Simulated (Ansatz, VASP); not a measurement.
NaH in VASP and in Ansatz

File POSCAR:

```
NaH
1.0
    0.0000000000      2.4400000000      2.4400000000
    2.4400000000      0.0000000000      2.4400000000
    2.4400000000      2.4400000000      0.0000000000
Na H
1 1
Direct
    0.0000000000      0.0000000000      0.0000000000
    0.5000000000      0.5000000000      0.5000000000
```

The input INCAR.step1:

```
SYSTEM = NaH
PREC = Accurate
ENCUT = 600
ISMEAR = 0
SIGMA = 0.02
LREAL = .False.
LASPH = .True.
NELM = 100
GGA = PE
ALGO = Normal
EDIFF = 1E-4
LWAVE = .True.
LCHARG = .False.
```

INCAR.step2

```
SYSTEM = NaH
PREC = Accurate
ENCUT = 600
EDIFF = 1E-6
ISMEAR = 0
SIGMA = 0.02
LREAL = .False.
LASPH = .True.
NELM = 100
ALGO = Normal
ISIF = 3
LWAVE = .False.
LCHARG = .False.
METAGGA = R2SCAN
LMIXTAU = .True.
IBRION = 2
NSW = 100
EDIFFG = -0.005
ISTART = 1
```

Contents of KPOINTS:

```
regular mesh
0
Gamma
  8 8 8
  0 0 0
```

Input for Ansatz:

```yaml
crystal:
  lattice:
    - [0.0, 2.44, 2.44]
    - [2.44, 0.0, 2.44]
    - [2.44, 2.44, 0.0]
  atoms:
    - { symbol: Na, position: [0.0, 0.0, 0.0] }
    - { symbol: H, position: [0.5, 0.5, 0.5] }
basis:
  ecutwfc: 500
kpoints:
  mp_grid: { grid: [8, 8, 8] }
hamiltonian:
  xc: r2scan
scf:
  occupations: { method: gaussian, width: 0.02 }
output:
  forces: true
  stress: true
  eigenvalues: true
relax:
  adjacent_minimum: "off"
  f_tol: 0.005
  max_steps: 80
  cell: { stress_tol: 0.05 }
```

Alike in both runs: task relaxation of cell and atoms; functional r2SCAN; k mesh 8 × 8 × 8; occupations gaussian, width 0.02 eV; no spin polarisation.

|  | VASP | Ansatz |
| --- | --- | --- |
| version | VASP 6.6.1 | Ansatz 0.2.0 |
| potentials or method | VASP PAW PBE potentials, release 64 (Na_pv, H) | scalar-relativistic, plane waves, PAW |
| plane-wave cutoff (eV) | 600 | 500 |
| valence electrons in the cell | 8 | 10 |

|  | VASP | Ansatz | Ansatz less VASP |
| --- | --- | --- | --- |
| gap on the k mesh at the Fermi level, each at its own relaxed structure (eV) | 4.43 | 4.40 | -0.031 |
| relaxed volume (Å³/atom) | 13.62 | 13.78 | +0.152 |
| relaxed cell length with the largest relative difference (Å) | 3.378 | 3.390 | +0.0125 |
| energy change over the relaxation (meV/atom) | -4 | -3 | +1.4 |

The two sets of potentials don't hold the same shells in valence.

Caveats: the PAW data sets were made with another functional, which shifts forces and pressure a little (VASP). r2SCAN opens gaps a little over a GGA but as a rule still falls short of measured ones. A k mesh can miss the band edges.
